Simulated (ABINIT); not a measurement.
Runs of ABINIT 10.8.3 (patched build) on Si2Ni. The structure is cubic, space group Fm-3m (No. 225). Conventional cell: a = 5.406 Å, b = 5.406 Å, c = 5.406 Å, α = 90.00°, β = 90.00°, γ = 90.00°. Ni (site symmetry m-3m) is surrounded by 8 Si at 2.34 Å. Si (site symmetry -43m) is surrounded by 4 Ni at 2.34 Å. 

```csv
task,level,potentials or basis,U,cell,k mesh,cutoff (eV),stop of the response cycle (tolvrs),q points,q points (reduced),bands in the sums,broadening (eV),mesh quality,gap on the mesh (eV),pressure (GPa),moment (μB),relaxed volume (Å³/atom)
phonons at a zone-boundary q,LDA,PseudoDojo NC SR LDA v0.4.1 standard,-,as given,"4 × 4 × 4, with 4 shifts",1252,1e-08,["L"],"[[0.5, 0.5, 0.5]]",-,-,not flagged,-,-5.3,0.00,-
optical spectrum,LDA,PseudoDojo NC SR LDA v0.4.1 standard,-,as given,"6 × 6 × 6, with 4 shifts",1252,-,-,-,25,0.2,not flagged,-,-5.8,0.00,-
Hubbard U by linear response,PBEsol+U,JTH PAW PBE v2.0,Ni d U = 0 eV,as given,4 × 4 × 4,1116,-,-,-,-,-,coarse,none,-0.2,0.00,-
Hund's J by linear response,LDA+U,JTH PAW LDA v2.0,Ni d U = 2 eV,as given,4 × 4 × 4,1116,-,-,-,-,-,coarse,none,-3.7,0.00,-
Hubbard U by linear response,RPBE+U,JTH PAW PBE v2.0,Ni d U = 0 eV,as given,4 × 4 × 4,1116,-,-,-,-,-,coarse,none,7.0,0.00,-
phonons,PBEsol,PseudoDojo NC SR PBEsol v0.4.1 standard,-,as given,"4 × 4 × 4, with 4 shifts",1225,1e-10,-,-,-,-,not flagged,-,-2.0,0.00,-
single point,PBE,PseudoDojo NC SR PBE v0.4.1 standard,-,as given,7 × 7 × 7,1252,-,-,-,-,-,not flagged,none,2.9,0.00,-
Hund's J by linear response,PBE+U,JTH PAW PBE v2.0,Ni d U = 0 eV,as given,4 × 4 × 4,1116,-,-,-,-,-,coarse,none,(c),0.00,-
relaxation of cell and atoms,PBEsol,JTH PAW PBE v2.0,-,relaxed,7 × 7 × 7,1116,-,-,-,-,-,not flagged,none,0.0,0.00,13.07
single point,PBEsol,PseudoDojo NC SR PBEsol v0.4.1 standard,-,as given,7 × 7 × 7,1225,-,-,-,-,-,not flagged,none,-2.1,0.00,-
relaxation of cell and atoms,LDA,PseudoDojo NC SR LDA v0.4.1 standard,-,relaxed,7 × 7 × 7,1333,-,-,-,-,-,not flagged,none,0.0,0.00,(a)
relaxation of cell and atoms,PBE,PseudoDojo NC SR PBE v0.4.1 standard,-,relaxed,7 × 7 × 7,1333,-,-,-,-,-,not flagged,none,0.0,0.00,(b)
```

Alike in all rows: spin collinear, ferromagnetic start; smearing fermi-dirac 0.05 eV.

Question: Estimate the missing entries.

Answer: (a) 12.73; (b) 13.43; (c) 4.4.

Caveats: some runs use coarse meshes; small starting moments can end in a higher magnetic state in this program (some runs); the shifted atom has its images in every cell, so this scalar value isn't converged in cell size and belongs to these projectors alone (some runs); the starting moments collapsed, and a magnetic state may lie lower (some runs); the U is typed as a test and isn't derived for this compound (some runs); the PAW data sets were made with another functional, which shifts forces and pressure a little (some runs); the mesh is coarse for a metal's response (some runs); the intraband (Drude) term is left out (some runs).

A k mesh can miss the band edges.

A gap of «none» marks a metal or a gap under the smearing width.

Not every run made on this cell is shown here.
